## Counting lengths across the layers

PtSe₂ is a stack of sheets, each a plane of platinum between two planes of selenium. The edge $c$ of the cell, which runs across the sheets, is therefore a sum of two lengths: the thickness of one sheet and one gap. When such a sheet is squeezed from its sides, it grows thicker. If all edges are shortened in the same proportion, the gap must give up the length lost by $c$ and also the length gained by the sheet.

The sum can be done for the largest and the smallest cell of the table. The edge $c$ shortens by 0.36 Å and the sheet thickens by 0.21 Å, so the gap closes by 0.57 Å. That is about a fifth of the gap, although each edge has lost only 7 %. A uniform squeeze of the cell is thus far from uniform inside it, and this helps to shape the stresses.

Bulk PtSe₂ in Ansatz 0.2.0: r2SCAN, PAW, plane waves to 500 eV, 12×12×6 k mesh, Fermi–Dirac smearing of 0.02 eV, no spin polarisation or spin–orbit coupling. The cells are the r2SCAN-rVV10 cell and strained copies of it, with atoms relaxed in r2SCAN-rVV10 and then held fixed. Pressure and stress are positive in compression.

| volume (Å³/atom) | c/a | shortest distance (Å) | pressure (GPa) | stress xx (GPa) | stress zz (GPa) |
| --- | --- | --- | --- | --- | --- |
| 17.738 | 1.4153 | 2.457 | 19.500 | 23.640 | 11.220 |
| 19.934 | 1.4153 | 2.494 | 6.190 | 7.490 | 3.590 |
| 20.241 | 1.4153 | 2.499 | 4.850 | 5.800 | 2.940 |
| 20.308 | 1.4153 | 2.500 | 4.560 | 5.440 | 2.810 |
| 21.179 | 1.4153 | 2.514 | 1.350 | 1.330 | 1.400 |
| 21.285 | 1.4223 | 2.515 | 1.210 | 1.180 | 1.280 |
| 21.931 | 1.4153 | 2.527 | -0.900 | -1.620 | 0.540 |

The stress is counted positive when the crystal pushes outwards. Stress xx and stress yy act in the plane of the sheets and are equal by symmetry; stress zz acts across them. The pressure is the average of the three. Six rows share the same ratio $c/a$, where $a$ is the edge in the plane; the row at 21.285 Å³/atom was stretched along $c$ alone.

## How a sheet yields

Each platinum atom has six selenium neighbours, three above and three below. When the in-plane edge shrinks, the Pt–Se bonds can shorten, or they can stand up more steeply. The second way costs less, because bending the angles between bonds is generally easier than compressing the bonds themselves. The sheet takes both ways, and the steeper bonds make it thicker.

The geometry shows this directly. With $d$ the shortest distance (the Pt–Se bond) and $h$ the height of selenium above the platinum plane, the symmetry of the cell gives

$$d^2=\frac{a^2}{3}+h^2 .$$

The thickness of the sheet is $2h$, and the gap is $c-2h$. From the largest to the smallest cell the bond shortens by only 2.8 %, while the Se–Pt–Se angle on one side of the sheet closes from about 97° to 91°.

Tilting does not make in-plane compression free. The bonds still shorten somewhat, their angles are forced to change, and selenium atoms in the same plane are pushed together. Across the gap there is no comparable framework of strong bonds, only contacts between selenium atoms of neighbouring sheets. This difference in bonding can explain why the crystal is stiff along its sheets and soft across them.

## Two stiffnesses in one table

The contrast is best read as a slope: the rise in stress for each 1 % by which all edges are shortened. It is the difference in stress between two rows of equal $c/a$, divided by the logarithmic change of their edges. Between 21.931 and 21.179 Å³/atom the in-plane stress rises by 2.5 GPa per 1 %, the stress across the sheets by only 0.74 GPa. The same shortening therefore builds up more than three times as much stress along the sheets as across them.

This is why the two stresses separate on compression. They are almost equal at 21.179 Å³/atom, but at 17.738 Å³/atom the in-plane stress is 23.6 GPa and the stress across the sheets 11.2 GPa. The pressure of 19.5 GPa in that row is an average over a strongly uneven load. In a fluid, which presses equally on all faces, the crystal would not keep this shape: it would give way further along $c$ and less in the plane.

## Where the stress across the sheets comes from

It is tempting to credit the stress along $c$ to the shortening of $c$. The picture of the thickening sheet suggests otherwise: pressure from the sides drives the selenium planes into the gap and loads the contacts there. Shorter in-plane edges also bring the selenium atoms on the two sides of the gap closer together sideways. The row stretched along $c$ alone makes it possible to estimate how much the in-plane edges contribute in all, and roughly how much of that passes through the width of the gap.

Let $s_a$, $s_b$ and $s_c$ be the percentages by which the three edges are shortened. For small changes the effects add,

$$\Delta\sigma_{zz}=K_\times(s_a+s_b)+K_c\,s_c ,$$

where $\Delta\sigma_{zz}$ is the change in stress zz. The direct response $K_c$ belongs to the edge $c$; the cross response $K_\times$ belongs to each in-plane edge. Elastic stresses are slopes of one energy, so the cross response is the same in both directions: what an in-plane edge does to stress zz, the edge $c$ does to stress xx.

Both responses can now be read from two rows. Going from 21.179 to 21.285 Å³/atom stretches $c$ by 0.5 % and leaves $a$ unchanged. Stress xx falls from 1.33 to 1.18 GPa, which gives $K_\times=0.15/0.5=0.30$ GPa per 1 %. Stress zz falls from 1.40 to 1.28 GPa, which gives $K_c=0.12/0.5=0.24$ GPa per 1 %.

Shortening all three edges by 1 % should then raise stress zz by

$$2\times0.30+0.24=0.84\ \text{GPa}.$$

With unrounded stresses the sum is 0.83 GPa. The rows of equal $c/a$ give 0.74 GPa on the expanded side of 21.179 Å³/atom and 1.01 GPa on the compressed side. The estimate falls between them, as it should for a response taken close to the unstrained cell. All three values share the row at 21.179 Å³/atom, so the comparison tests whether the responses fit together and is not wholly independent.

About 0.60 of the 0.84 GPa comes from the two in-plane edges. Roughly seven tenths of the stress built up across the sheets near the unstrained cell is therefore due to squeezing them from the sides. The equality of the cross responses is only approximate here, because the atoms stand where a functional with dispersion attraction placed them, while the stresses come from one without it. The additivity alone leads to much the same share: taking the direct 0.24 GPa away from either neighbouring slope leaves at least two thirds of it.

The thickening of the sheet supplies only part of this share. By the atomic positions of the two runs, stretching $c$ alone widens the gap by about 0.025 Å. It lowers stress zz by 0.12 GPa, roughly 5 GPa per Å. Between 21.931 and 21.179 Å³/atom the gap closes by about 0.084 Å per 1 %, against 0.050 Å per 1 % when $c$ alone changes. The extra 0.034 Å is worth about 0.16 GPa, little more than a quarter of the 0.60 GPa. The rest arises from the shorter in-plane edge at the same gap width. The sideways approach of the selenium atoms is one candidate, but these rows do not show that it is the whole of it.

## The row that leaves the curve

The row at 21.285 Å³/atom has a higher pressure than its volume suggests. A straight line between its neighbours of equal $c/a$ would put it near 1.03 GPa, but the table has 1.21 GPa. This is no irregularity of the material. The extra volume was gained in another way.

Most of the added length went into the gap, while the sheet kept its in-plane size. The stiff direction was not released, so the pressure fell by only 0.14 GPa instead of about 0.32 GPa. Volume alone does not fix the pressure of a layered crystal; it also matters which edge supplied the volume. A curve of pressure against volume should hence be drawn through the six rows of equal $c/a$, with this row kept apart.

## Opposite signs in the largest cell

At 21.931 Å³/atom the crystal pulls inwards in the plane, with −1.62 GPa, and still pushes outwards along $c$, with +0.54 GPa. The reason lies in the starting point. The unstrained cell at 21.179 Å³/atom already carries between 1.3 and 1.4 GPa in each direction.

This common offset probably comes from the change of functional. The cell shapes and atomic positions include dispersion attraction, which draws atoms together both across the gap and within the sheets; the stresses leave it out, so the crystal seems to want more room. A stress calculated with the attraction in the same cell would test this reading.

From nearly equal starting values, the expansion then takes 2.95 GPa off stress xx but only 0.86 GPa off stress zz. The first passes through zero and the second does not. The opposite signs are the same contrast in stiffness, now seen on expansion.

Somewhere between these two rows the average pressure vanishes. That point is not the equilibrium of the crystal, since tension in the plane merely cancels a push across the sheets. To find a cell free of stress at this level of theory, $a$ and $c$ would have to be varied separately.

## Why each further step costs more

The slopes themselves grow on compression. From the first interval of the fixed-shape rows to the last, between 19.934 and 17.738 Å³/atom, the in-plane slope rises by a factor of 1.6. The slope across the sheets rises by a factor of 2.7. The soft direction thus stiffens faster, though it remains the softer of the two.

The closing gap is probably part of the reason, although near the unstrained cell its width accounts for only about half of the slope across the sheets. The distance between selenium atoms on its two sides falls from 3.5 to 3.0 Å, a loss of 15 %, while the Pt–Se bond loses less than 3 %. Repulsion between filled electron shells grows steeply as they overlap, roughly exponentially with distance. A contact that shortens so much can be expected to stiffen by a larger factor than a bond that hardly shortens.

This also limits the estimate made above. Its responses belong to the neighbourhood of the unstrained cell. Carried on to 17.738 Å³/atom, where the edges are about 6 % shorter, they would give a stress zz of only some 6 GPa, about half of the calculated 11.2 GPa. The simple sum serves for edge changes of about one per cent; beyond that, the closing gap has to be followed step by step.

## How firmly the numbers carry this

The contrast between the directions amounts to many gigapascals at strong compression and runs smoothly through the fixed-shape rows. The responses from the row stretched along $c$ rest on much smaller changes, between 0.1 and 0.2 GPa. They are more exposed to the settings, because the crystal is a semimetal in all rows and the mesh of electron wave vectors is coarse for it: in the largest cell the bands overlap by 0.10 eV between mesh points but leave a gap of 0.05 eV on the mesh itself. A cross response larger than the direct one, as found here, would also mean that the in-plane edge lengthens slightly under the pressure of a fluid; this rests on a difference of only 0.06 GPa per 1 %. How these small differences would change with a finer mesh, with spin–orbit coupling, or with the dispersion attraction that the stresses leave out, is untested.

For a neighbouring cell of the same crystal, the trend can be guessed by asking two questions. How much has the in-plane edge changed? That largely sets stress xx, and when all edges shorten alike near the unstrained cell, it also supplies most of the change in stress zz. How much gap is left once the sheet has thickened? The narrower it is, the more steeply stress zz can be expected to rise at the next step.
